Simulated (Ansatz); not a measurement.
Li₂O:
```xyz
3
Lattice="0.0000 2.3130 2.3130 2.3130 0.0000 2.3130 2.3130 2.3130 0.0000" Properties=species:S:1:pos:R:3 pbc="T T T"
O      0.0000     0.0000     0.0000
Li     1.1565     1.1565     1.1565
Li     3.4695     3.4695     3.4695
```

Relaxed with PBE.

Problem. Decompose the optical modes at the zone centre into irreducible representations, and say which are infrared and Raman allowed.

Solution. Point group m-3m: Γ_opt = T1u + T2g. Infrared: T1u. Raman: T2g.

Problem. Assign frequencies (DFPT, PBE in the plane-wave PAW code Ansatz; without the LO–TO term).

Solution. T1u 422, T2g 519 cm⁻¹.

Space group Fm-3m (anti-fluorite). Symmetry was held in the PBE relaxation; phonons on a q-mesh show no instability.

Potentials: the later of the program's two PAW sets.
